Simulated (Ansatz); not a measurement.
Input of an Ansatz 0.2.0 run:

File input.yaml:

```yaml
crystal:
  lattice:
    - [2.878, 0.0, 0.0]
    - [0.0, 2.878, 0.0]
    - [0.0, 0.0, 2.878]
  atoms:
    - { symbol: Ga, position: [0.5, 0.5, 0.5] }
    - { symbol: Co, position: [0.0, 0.0, 0.0], spin: 0.5 }
hamiltonian:
  xc: pbe
  pseudopotentials: { kind: paw }
magnetization:
  spin_polarized: true
  initial_magnetization: 0.5
  spin_locking: { lock_magnetization: hard }
kpoints:
  mp_grid: { grid: [8, 8, 8] }
scf:
  occupations: { method: fermi_dirac, width: 0.05 }
  lower_state_search: "off"
output:
  forces: true
  stress: true
  eigenvalues: true
```

Potentials or basis: Ansatz PAW.

Launch:

```sh
$ ansatz run input.yaml --threads 2 --pin off --max-ram 5632MiB --backend cpu --events-out ev --progress --plain --runs-dir out
```

Question: What does it give for the pressure?

Answer: 2.3 GPa.

Caveat: the total moment is fixed, so each spin has its own Fermi level; the thresholds are loose for stress.
